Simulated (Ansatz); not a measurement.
`[BH2][GaH][SiH3]` + `CC(=O)O` → `CC(=O)O[SiH3]` + `[BH2][GaH2]` at 700 K and 1 bar (cleavage of the Si–Ga bond).

Calculated with Ansatz (gas phase, PBE0-D4/def2-TZVP geometries, no zero-point term in ΔE). CCSD(T)/CBS is the MP2 limit (def2-TZVPP, def2-QZVPP) plus CCSD(T) − MP2 in def2-TZVPP, frozen cores. For Ga outer-core shells are correlated without core-valence functions, which leaves a few kJ/mol of doubt a bond. Scalar relativity is left out up to krypton. One conformer a species, not always the lowest.

| species | CCSD(T)/CBS energy (Eh) | H − E (kJ/mol) | S (J/(mol·K)) |
| --- | --- | --- | --- |
| `[BH2][GaH][SiH3]` | -2241.36260 | 206.4 | 461.3 |
| `CC(=O)O` | -228.87529 | 215.3 | 365.4 |
| `CC(=O)O[SiH3]` | -519.18600 | 279.6 | 453.6 |
| `[BH2][GaH2]` | -1951.07352 | 132.6 | 340.2 |

H − E and S are ideal-gas, rigid-rotor, harmonic terms from PBE0-D4/def2-TZVP, for one conformer and one mirror image of each species. 1 Eh = 2625.50 kJ/mol, R = 8.31446 J/(mol·K).

Task: By hand: ΔE, ΔH, ΔS and ΔG.

Result: ΔE = (-519.18600) + (-1951.07352) − (-2241.36260) − (-228.87529) = -0.02163 Eh = -56.8 kJ/mol. Δ(H − E) = 279.6 + 132.6 − 206.4 − 215.3 = -9.5, so ΔH = -66.3 kJ/mol. ΔS = 453.6 + 340.2 − 461.3 − 365.4 = -32.9 J/(mol·K). ΔG = -66.3 − 700 × (-32.9)/1000 = -43.3 kJ/mol.

Task: By hand: the equilibrium constant, and the temperature at which ΔG would vanish if ΔH and ΔS stayed fixed.

Result: log₁₀ K = −ΔG/(RT ln 10) = 3.2. ΔG = 0 at ΔH/ΔS = 2015 K.

TΔS isn't small against ΔH here. A doubt of 5 kJ/mol in ΔE shifts log₁₀ K by 0.4 here. Other conformers and mirror images would add mixing entropy, several J/(mol·K) or more a flexible species. Modes under 60 cm⁻¹, often nearly free rotors, make the harmonic entropy too high. These are equilibria of isolated gas molecules and say nothing of rates. Largest T1 diagnostic: 0.015 (customary marks: 0.02 for closed shells, 0.045 for open ones).
